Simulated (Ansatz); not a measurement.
**Energy against total moment in Co**

System: Co, an experimental structure (space group Fm-3m); the cell holds 1 atom. The computed pressure is over 10 GPa in size, so the cell is far from the computed equilibrium volume. Source: COD entry 9012943, which need not be the ambient phase.

```
Co
1.0
     0.00000    1.80115    1.80115
     1.80115    0.00000    1.80115
     1.80115    1.80115    0.00000
Co
1
Direct
  0.00000 0.00000 0.00000
```

Numbers behind element symbols give the atom's place in this list.

The calculation used DFT, PBE, PAW, plane waves, scalar-relativistic in Ansatz.

```json
{
  "Plane-wave cutoff": "420 eV",
  "k-point mesh": "11×11×11 (Γ-centred)",
  "Occupations": "Gaussian smearing, 0.1 eV"
}
```

Moments by site are taken inside atomic spheres; the rest lies between them.

For a metal this mesh leaves errors of several meV/atom.

The total moment of the cell is held fixed (separate Fermi levels for the two spins), shared at the start among the Co atoms with one sign; no search for lower states follows. F is the free energy per cell, and F(lowest) that of the lowest run, the runs with a free moment included. Each row is one local solution, which need not be the lowest state at that M. The run at M = 0 starts without moments and gives the spin-unpolarised solution. The cell holds one magnetic atom, so only parallel order fits; orders in a larger cell may lie lower. The program warns that the SCF threshold is loose for stress, so pressures can be off by 0.1 GPa or more.

The run at M = 1.66 μB took 0.83 s on 2 threads of Arm Neoverse V2, with other jobs on the host, peak memory 0.3 GiB.

```tsv
fixed M (μB/cell)	F − F(lowest) (meV/cell)	moments of Co1 (μB)	pressure (GPa)
0.00	263	0.00	-23.7
0.42	241	0.45	-23.1
0.83	185	0.88	-21.0
1.25	95	1.32	-17.4
1.66	0	1.74	-12.9
2.08	103	2.10	-5.8
2.49	515	2.43	4.4
2.91	1358	2.74	18.1
3.32	2620	3.05	39.4
```

The lowest fixed-moment run is the one at M = 1.66 μB (0 meV). With the constraint released: “usual moment scaled by 0.1, free total moment [Co1 0.30 μB]” ends at 1.64 μB, 0 meV; “usual moment, free total moment [Co1 3.00 μB]” ends at 1.64 μB, 0 meV.
